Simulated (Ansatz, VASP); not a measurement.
## One calculation of GaN, two programs

```
Ga N
1.0
     0.00000    2.24895    2.24895
     2.24895    0.00000    2.24895
     2.24895    2.24895    0.00000
Ga N
1 1
Direct
  0.00000 0.00000 0.00000
  0.25000 0.25000 0.25000
```

Alike in both runs: task single point; functional PBE-based screened hybrid; k mesh 4 × 4 × 4; no spin polarisation.

|  | VASP | Ansatz |
| --- | --- | --- |
| version | VASP 6.6.1 | Ansatz 0.2.0 |
| potentials or method | VASP PAW PBE potentials, release 64 (Ga_d, N) | plane waves |
| plane-wave cutoff (eV) | 520 | 420 |
| occupations | gaussian, width 0.01 eV | fixed |
| valence electrons in the cell | 18 | 18 |

Ansatz gave:

* gap on the k mesh at the Fermi level (eV): 2.37
* pressure (GPa): 2.6

Question: Estimate VASP's values.

Answer: gap on the k mesh at the Fermi level (eV): 2.38; pressure (GPa): 2.6.

Ansatz warned: «stress_exchange_threshold_loose».

Caveats: the k mesh is coarse (spacing up to 0.60 Å⁻¹), so the values aren't converged; the PAW data sets were made with another functional, which shifts forces and pressure a little (VASP).
